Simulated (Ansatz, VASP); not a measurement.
## SiNi3: VASP beside Ansatz

```xyz
4
Lattice="3.5063 0.0000 0.0000 0.0000 3.5063 0.0000 0.0000 0.0000 3.5063" Properties=species:S:1:pos:R:3 pbc="T T T"
Si    0.0000    0.0000    0.0000
Ni    0.0000    1.7531    1.7531
Ni    1.7531    0.0000    1.7531
Ni    1.7531    1.7531    0.0000
```

Alike in both runs: functional PBE; k mesh 12 × 12 × 12; occupations gaussian, width 0.1 eV; no spin polarisation.

Ansatz relaxed the structure, and its values are those at the end. VASP's run is a single point on that final structure, the one shown.

```csv
,VASP,Ansatz
version,VASP 6.6.1,Ansatz 0.2.0
potentials or method,"VASP PAW PBE potentials, release 64 (Si, Ni)","scalar-relativistic, plane waves, PAW"
plane-wave cutoff (eV),520,420
valence electrons in the cell,34,58
```

Ansatz gave:

- gap on the k mesh at the Fermi level (eV): none
- pressure (GPa): 0.0

**Question.** What did VASP give for the same quantities?

**Answer.** gap on the k mesh at the Fermi level (eV): none; pressure (GPa): 0.1.

A gap of «none» marks a metal or a gap that the smearing closes. The two sets of potentials don't hold the same shells in valence.

Spin polarisation is off, so any magnetic state and its effect on volume and gap are missing.
